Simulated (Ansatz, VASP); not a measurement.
## ZnSnN2: VASP beside Ansatz

```
Zn N Sn
1.0
     3.49906    0.00000    0.00000
     0.00000    3.49906    0.00000
     0.00000    0.00000    9.25797
Zn N Sn
2 4 2
Direct
  0.50000 0.00000 0.90381
  0.00000 0.50000 0.09619
  0.50000 0.50000 0.00000
  0.00000 0.00000 0.24268
  0.50000 0.50000 0.50000
  0.00000 0.00000 0.75732
  0.50000 0.00000 0.35598
  0.00000 0.50000 0.64402
```

Alike in both runs: task single point; functional PBE; k mesh 6 × 6 × 2; occupations fermi-dirac, width 0.02 eV; no spin polarisation.

|  | VASP | Ansatz |
| --- | --- | --- |
| version | VASP 6.6.1 | Ansatz 0.2.0 |
| potentials or method | VASP PAW PBE potentials, release 64 (Zn, N, Sn_d) | plane waves, PAW |
| plane-wave cutoff (eV) | 520 | 420 |
| valence electrons in the cell | 72 | 72 |

```tsv
	VASP	Ansatz	Ansatz less VASP
pressure (GPa)	0.3	0.0	-0.33
largest component of the traceless stress (GPa)	0.07	0.03	-0.046
rms of the force components (eV/Å)	0.017	0.008	-0.0090
```

With one functional, cell and mesh, what is left measures potentials, basis and numerics.
